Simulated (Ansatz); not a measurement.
**Two structures of Nb: comparison of enthalpies under pressure from a Python script**

One table from this session's results is given with a row withheld; the runs are named, their logs left out.

Program: Ansatz 0.2.0 through its Python package. Level of theory: DFT PBE, plane waves, PAW. These are calculated values, not measurements.

## The structure

Nb Fd-3m: It takes space group Fd-3m (No. 227, cubic). The conventional cell has a = 5.770 Å, b = 5.770 Å, c = 5.770 Å, α = 90.00°, β = 90.00°, γ = 90.00°. Around Nb (site symmetry -43m) lie 4 Nb at 2.50 Å.

Nb Fm-3m: It takes space group Fm-3m (No. 225, cubic). The conventional cell has a = 4.190 Å, b = 4.190 Å, c = 4.190 Å, α = 90.00°, β = 90.00°, γ = 90.00°. Nb (site symmetry m-3m) has 12 Nb at 2.96 Å as nearest neighbours.

No structure file is read: the coordinates are typed or built in the script.

Set-up of the first run:

Contents of nb_transition.py:

```python
import warnings

import ansatz as az
import numpy as np


def diamond(A, a):
    return az.Crystal.diamond(A, a=a)


def fcc(a_site, a):
    return (
        az.Lattice.fcc(a)
        .space_group(225)
        .atom(a_site, (0, 0, 0))
        .primitive()
    )


def solve(name, crystal, pressure=0.0):
    calc = crystal.calculation()
    calc = calc.scf(tolerance=1e-09)
    calc = calc.functional('PBE')
    calc = calc.basis(28 * az.Ry)
    calc = calc.eigensolver('davidson', full_accuracy=True)
    calc = calc.initial_density(normalization='atom')
    calc = calc.kpoints(spacing=0.26).occupations('fermi_dirac', width=0.05)
    calc = calc.relax(force_tolerance=0.02, max_steps=60, cell=True, pressure=pressure)
    return calc.run(threads=1)


def volume_per_atom(outcome):
    return abs(np.linalg.det(outcome.lattice.cell_ang)) / len(outcome.lattice.sites)

warnings.simplefilter('ignore', az.DeckWarning)

phases = {}
phases['diamond'] = diamond('Nb', 5.77)
phases['fcc'] = fcc('Nb', 4.19)

pressures = [0, 20, 40, 60]
enthalpy, volume = {name: [] for name in phases}, {name: [] for name in phases}
for p in pressures:
    for name, crystal in phases.items():
        o = solve(name, crystal, pressure=p)
        volume[name].append(volume_per_atom(o))
        enthalpy[name].append(o.report['energy_sigma0_ev'] / len(o.lattice.sites) + p * volume[name][-1] / 160.21766)
gap = np.array(enthalpy['fcc']) - np.array(enthalpy['diamond'])
rows = [(p, va, vb, 1000 * d) for p, va, vb, d in zip(pressures, volume['diamond'], volume['fcc'], gap)]
print('| P (GPa) | V diamond (A^3/atom) | V fcc (A^3/atom) | H(fcc) - H(diamond) (meV/atom) |')
print('| --- | --- | --- | --- |')
for row in rows:
    print(f'| {row[0]:d} | {row[1]:.3f} | {row[2]:.3f} | {row[3]:+.1f} |')
crossings = [p0 - g0 * (p1 - p0) / (g1 - g0) for p0, p1, g0, g1 in zip(pressures, pressures[1:], gap, gap[1:]) if g0 * g1 < 0]
print('crossing near', [round(float(p), 1) for p in crossings], 'GPa') if crossings else print('no crossing in this range')
```

Run with:

```console
$ python nb_transition.py
```

Among the steps run: Running it.

One table of the session follows, with a row left open; its other results are not shown here.

Enthalpy H = E + pV of the second structure less the first:

| pressure (GPa) | ΔH (meV/atom) |
| --- | --- |
| 0 | -2216.0 |
| 20 | -2864.0 |
| 40 | ? |
| 60 | -3657.7 |

**Question.** Estimate the row for pressure (GPa) = 40.

Worked estimate for «ΔH (meV/atom)». A straight line through the neighbours (20, -2864.0) and (60, -3657.7) gives -2864.0 + (-3657.7 + 2864.0) × (40 − 20) / (60 − 20) = -3260.8; a parabola fitted to 3 rows on both sides gives -3344.6.

As computed: ΔH (meV/atom): -3308.7. In «ΔH (meV/atom)» the line misses by +47.9 and the parabola by -35.9.

Limits of these values: Warnings in the runs' records: cutoff below recommended, stress scf threshold loose.
